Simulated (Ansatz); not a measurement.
Input and output of a one-shot G0W0 calculation on GaN (F-43m) from a database structure (the plane-wave code Ansatz, G0W0@HSE06 with 85 empty bands, a screening cutoff of 140 eV and a 6×6×6 mesh). The geometry is the r2SCAN minimum.

The input:
```yaml
crystal:
  lattice:
    - [0.0, 2.248952631, 2.248952631]
    - [2.248952631, 0.0, 2.248952631]
    - [2.248952631, 2.248952631, 0.0]
  atoms:
    - { symbol: Ga, position: [0.0, 0.0, 0.0] }
    - { symbol: "N", position: [0.75, 0.75, 0.75] }
kpoints:
  mp_grid: { grid: [6, 6, 6] }
hamiltonian:
  xc: hse06
scf:
  occupations: { method: fixed }
gw:
  n_empty_bands: 85
  ecut_chi: 140
  qp_bands: [v2, c2]
  qp_kpoints: band_edges
  screening: { model: contour_deformation }
```

Command: `ansatz run input.yaml --threads 2 --pin off --max-ram 3686MiB --backend cpu --events-out ev --progress --plain --runs-dir out`.

**Question.** It ran on 2 threads of Intel(R) Xeon(R) Platinum 8259CL CPU @ 2.50GHz (Skylake/Cascade Lake), with other jobs on the host, load about 0.5 per core. About how long did it take, and what peak of host memory did it reach?

**Answer.** About 54 s, with a peak of 0.83 GiB.

The output, standing remarks left out:
```
Pseudopotential: Ga, paw, valence charge 13, recommended cutoff 420 eV (normal)
Pseudopotential: N, paw, valence charge 5, recommended cutoff 420 eV (normal)
Functional definition: HSE06
Crystal: 2 atoms, lattice volume = 22.749 Å³
Basis set: ecut = 420 eV, 459 PW (Γ)
Bands: 13, of which v1, the nominal top of the filled ones, is band 9 counted from 1 (8 counted from 0)
Symmetry: 24 space group operations
Space group: F-43m (ITA 216)
k-points: 16 of 216 (time reversal used)
[warm-up without exact exchange]
SCF iter   1: HF=-4167.892767 eV  Δρ=6.65e-4  dr2=2.85e-5
SCF iter   2: HF=-4167.892884 eV  Δρ=3.69e-4  dr2=1.25e-5
SCF 1 stopped early in 2 iterations: F = -4167.892922 eV  dr2 = 1.25e-5
[exact exchange on]
Exchange kernel: α = 0.2500, screened, ω = 0.2079 Å⁻¹, Wigner–Seitz truncation, v(0) = 1042.2858 eV·Å³, q-mesh 6×6×6
preconditioner: auto → none  [insulator: Δε(μ)=2.957 eV  ℏωp=33.0 eV]
SCF 2 stopped early in 6 iterations: F = -4168.389167 eV  dr2 = 7.42e-6
hybrid outer 1: dexx = +8.651e-3 eV, tail = 3.94e-5 eV
SCF 3 converged in 3 iterations: F = -4168.388910 eV  dr2 = 1.24e-8
hybrid outer 2: dexx = +4.947e-7 eV, tail = 3.84e-8 eV, Δε = 4.58e-3 eV
Free energy (F): -4168.388910 eV
Fermi energy:    8.911371 eV
--- G₀W₀: contour deformation, 6 samples at zero and on the imaginary axis and 3 off it, 216 q-points, 85 empty bands' worth ---
    ik  band        ε_KS         Σx   Σc(E_QP)       V_xc       Z   E_QP_lin       E_QP  E_QP is
     0     8      8.9114   -23.6961     2.7924   -20.8155  0.8002     8.8231     8.8232  root
     0     9      8.9114   -23.6961     2.7924   -20.8155  0.8002     8.8231     8.8232  root
     0    10     11.9165   -10.8442    -3.6977   -14.9189  0.8312    12.2943    12.2935  root
     0    11     20.8737    -7.6408    -4.9769   -12.9483  0.8271    21.2054    21.2043  root
     1     8      8.6185   -23.4127     2.8353   -20.4714  0.7995     8.5125     8.5126  root
     1     9      8.6185   -23.4127     2.8353   -20.4714  0.7995     8.5125     8.5126  root
     1    10     13.5757   -11.0579    -3.8571   -15.3372  0.8236    13.9990    13.9978  root
     1    11     19.8224    -8.0116    -4.9551   -13.3113  0.8225    20.1684    20.1671  root
     2     8      8.0981   -22.9484     2.9196   -19.8986  0.7979     7.9677     7.9679  root
     2     9      8.0981   -22.9484     2.9196   -19.8986  0.7979     7.9677     7.9679  root
     2    10     14.8478    -9.8435    -4.3007   -14.5323  0.8296    15.2371    15.2359  root
     2    11     19.2380    -8.5709    -5.1512   -14.0650  0.7973    19.5824    19.5810  root
     3     8      7.8644   -22.7391     2.9565   -19.6437  0.7971     7.7253     7.7255  root
     3     9      7.8644   -22.7391     2.9565   -19.6437  0.7971     7.7253     7.7255  root
     3    10     15.0319    -9.6108    -4.3236   -14.3078  0.8357    15.4063    15.4053  root
     3    11     19.3509    -8.4749    -5.3359   -14.1107  0.7833    19.6520    19.6507  root
     6     8      6.4840   -21.9581     3.0957   -18.6579  0.7929     6.2790     6.2794  root
     6     9      7.3296   -22.2855     3.0232   -19.0951  0.7955     7.1622     7.1625  root
     6    10     16.1397    -9.3769    -4.4453   -14.1859  0.8280    16.5045    16.5034  root
     6    11     18.0506    -8.7304    -4.7502   -13.8095  0.8131    18.3807    18.3795  root
     8     8      7.0484   -22.0648     3.0093   -18.8605  0.7956     6.8531     6.8534  root
     8     9      8.4767   -23.2616     2.8593   -20.2924  0.7989     8.3668     8.3669  root
     8    10     15.1713   -10.6578    -4.2858   -15.3892  0.8163    15.6185    15.6168  root
     8    11     19.2308    -8.9186    -4.8971   -14.1976  0.8189    19.6142    19.6127  root
     9     8      6.6159   -21.7426     3.1265   -18.4172  0.7924     6.4165     6.4169  root
     9     9      6.6159   -21.7426     3.1265   -18.4172  0.7924     6.4165     6.4169  root
     9    10     14.3709    -8.1713    -4.0460   -12.4347  0.8371    14.5887    14.5883  root
     9    11     17.5145    -9.5284    -4.6386   -14.6007  0.8318    17.9498    17.9482  root
    12     8      5.9866   -21.1959     3.2161   -17.7677  0.7890     5.7740     5.7745  root
    12     9      5.9866   -21.1959     3.2161   -17.7677  0.7890     5.7740     5.7745  root
    12    10     13.3643    -8.1339    -3.8254   -12.1159  0.8453    13.5210    13.5208  root
    12    11     17.1026    -9.1549    -4.4656   -13.9982  0.8389    17.4814    17.4803  root
```

The points are ik 0 = (0, 0, 0) (Γ), ik 1 = (0, 0, 1/6), ik 2 = (0, 0, 1/3), ik 3 = (0, 0, -1/2), ik 6 = (0, 1/6, -1/2), ik 8 = (0, 1/6, -1/6), ik 9 = (0, 1/3, 1/3), ik 12 = (0, -1/2, -1/2); band 9 is the last filled one.

Over the mesh points the HSE06 gap of 3.01 eV becomes a quasiparticle gap of 3.47 eV (direct at Γ), a change of +0.46 eV. Renormalisation factors Z lie between 0.78 and 0.85. The G0W0 figures hold for the stated bands, cutoff and mesh and aren't extrapolated.

Calculated for a static, non-magnetic cell.

With a shallow d shell on the cation, G0W0 converges slowly in bands and cutoff, so these values are in doubt.
